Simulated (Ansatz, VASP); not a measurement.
Two plane-wave programs on BeTe

```
Be Te
1.0
     0.00000    2.65920    2.99160
     2.65920    0.00000    2.99160
     2.65920    2.65920    0.00000
Be Te
1 1
Direct
  0.00000 0.00000 0.00000
  0.75000 0.75000 0.75000
```

Change from the starting cell: strain -0.040 along x and y, +0.080 along z, atoms carried along.

Alike in both runs: task single point; functional LDA; k mesh 8 × 8 × 8; occupations gaussian, width 0.05 eV; no spin polarisation.

|  | VASP | Ansatz |
| --- | --- | --- |
| version | VASP 6.6.1 | Ansatz 0.2.0 |
| potentials or method | VASP PAW LDA potentials, release 64 (Be, Te) | scalar-relativistic, plane waves, PAW |
| plane-wave cutoff (eV) | 520 | 420 |
| valence electrons in the cell | 8 | 18 |

VASP gave:

* gap on the k mesh at the Fermi level (eV): 1.22
* least direct gap on the mesh (eV): 3.27
* pressure (GPa): 1.1
* largest component of the traceless stress (GPa): 6.08

Problem. Which values does Ansatz return?

Solution. gap on the k mesh at the Fermi level (eV): 1.24; least direct gap on the mesh (eV): 3.30; pressure (GPa): 0.8; largest component of the traceless stress (GPa): 6.10.

The two sets of potentials don't hold the same shells in valence.

Caveats: spin-orbit coupling is left out, which moves the levels of the heavy elements. A k mesh can miss the band edges.
